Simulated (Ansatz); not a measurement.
## Ti (Fm-3m) under several functionals

Plane-wave DFT in Ansatz with scalar-relativistic PAW potentials. The same structure was relaxed (cell and atoms, symmetry kept) in separate runs at each level. No spin polarisation.

**Question.** How do the levels LDA, PBE, PBE+D3(BJ), PBEsol, r2SCAN compare?

**Answer.**
| level | cutoff (eV) | k mesh | V (Å³/atom) | a (Å) | B0 (GPa) |
| --- | --- | --- | --- | --- | --- |
| LDA | 420 | 18×18×18 | 16.016 | 4.001 | – |
| PBE+D3(BJ) | 420 | 18×18×18 | 16.458 | 4.038 | – |
| PBEsol | 420 | 18×18×18 | 16.680 | 4.056 | 114 |
| r2SCAN | 500 | 18×18×18 | 17.360 | 4.110 | 112 |
| PBE | 420 | 18×18×18 | 17.382 | 4.112 | 107 |

The usual order of volumes, LDA < PBEsol < PBE, holds here (16.016, 16.680, 17.382 Å³/atom). As a rule LDA overbinds; PBEsol, built on the gradient expansion of slowly varying densities, lies between LDA and PBE; PBE's stronger gradient term for exchange weakens bonds. Adding D3 to PBE changes the volume by -5.3 %; the term is attractive, so it pulls cells in. In metals the pairwise form ignores screening by the conduction electrons and often pulls in too far. r2SCAN lies 0.1 % under PBE in volume. B0 goes from 114.1 to 107.2 GPa as the volume grows by 4.2 %; on one curve with B' = 3.3 the volume alone, B ∝ V^(−B'), would give 99.5 GPa, and the rest of the difference is the functional's own stiffness.

This fcc form isn't the element's structure at ambient conditions.